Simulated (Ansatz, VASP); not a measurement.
Given: the input of a run of Ansatz 0.2.0 on AlRu.

Contents of input.yaml:

```yaml
crystal:
  lattice:
    - [2.9305298028, 0.0, 0.0]
    - [0.0, 2.9305298028, 0.0]
    - [0.0, 0.0, 2.9305298028]
  atoms:
    - { symbol: Ru, position: [0.5, 0.5, 0.5] }
    - { symbol: Al, position: [0.0, 0.0, 0.0] }
kpoints:
  mp_grid: { grid: [9, 9, 9] }
scf:
  occupations: { method: fermi_dirac, width: 0.05 }
hamiltonian:
  xc: pbesol
  pseudopotentials: { kind: all_electron, lapw: { basis_error: 0.001 } }
output:
  forces: true
  stress: true
  eigenvalues: true
```

Potentials or basis: all-electron LAPW, scalar-relativistic.

The run is started by

```bash
$ ansatz run input.yaml --threads 1 --pin off --max-ram 3072MiB --backend cpu --events-out ev --progress --plain --runs-dir out
```

Question: Set up the same calculation for VASP 6.6.1. Potentials there: VASP PAW PBE potentials, release 64 (Ru_pv, Al).

Answer: As run (the cutoff follows the program's own potentials):

Contents of INCAR:

```
PREC = Accurate
ENCUT = 520
EDIFF = 1E-7
ISMEAR = -1
SIGMA = 0.05
LREAL = F
LASPH = T
NELM = 80
ALGO = Normal
ISIF = 2
LWAVE = F
LCHARG = F
GGA = PS
NBANDS = 16
```

KPOINTS

```
Automatic mesh
0
Gamma
  9 9 9
```

File POSCAR:

```
AlRu
1.0
    2.9305298028      0.0000000000      0.0000000000
    0.0000000000      2.9305298028      0.0000000000
    0.0000000000      0.0000000000      2.9305298028
Ru Al
1 1
Direct
    0.5000000000      0.5000000000      0.5000000000
    0.0000000000      0.0000000000      0.0000000000
```

Potentials or basis: VASP PAW PBE potentials, release 64 (Ru_pv, Al).

Command:

```console
$ cat potpaw_PBE.64/Ru_pv/POTCAR potpaw_PBE.64/Al/POTCAR > POTCAR
$ mpirun -np 1 vasp_std > vasp.out
```

Both were run:

|  | VASP | Ansatz | Ansatz less VASP |
| --- | --- | --- | --- |
| gap on the k mesh at the Fermi level (eV) | none | none | - |
| pressure (GPa) | 11.4 | 11.2 | -0.21 |

A gap of «none» marks a metal or a gap that the smearing closes. Ansatz ran all-electron here, so the differences hold the error of VASP's frozen core and of both bases.

Caveats: the PAW data sets were made with another functional, which shifts forces and pressure a little (VASP).
